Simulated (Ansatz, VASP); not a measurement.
# Nb: VASP beside Ansatz

```
Nb
1.0
     0.00000    2.11500    2.13615
     2.11500    0.00000    2.13615
     2.11500    2.11500    0.00000
Nb
1
Direct
  0.00000 0.00000 0.00000
```

Change from the starting cell: zz strain of +1 %, PAW files.

Alike in both runs: task electric field gradients; functional LDA; k mesh 13 × 13 × 13; occupations fermi-dirac, width 0.03 eV; no spin polarisation.

|  | VASP | Ansatz |
| --- | --- | --- |
| version | VASP 6.6.1 | Ansatz 0.2.0 |
| potentials or method | VASP PAW LDA potentials, release 64 (Nb_sv) | PAW with Ansatz's default frozen-core files, scalar-relativistic |
| plane-wave cutoff (eV) | 520 | 420 |
| valence electrons in the cell | 13 | 13 |

|  | VASP | Ansatz | Ansatz less VASP |
| --- | --- | --- | --- |
| pressure (GPa) | -11.9 | -11.8 | +0.11 |
| largest component of the traceless stress (GPa) | 1.80 | 1.79 | -0.002 |
| Vzz of the field gradient on the site that differs most (V/Å²) | -8.1 | -7.9 | +0.22 |

Ansatz warned: «gradients_without_spin_orbit».
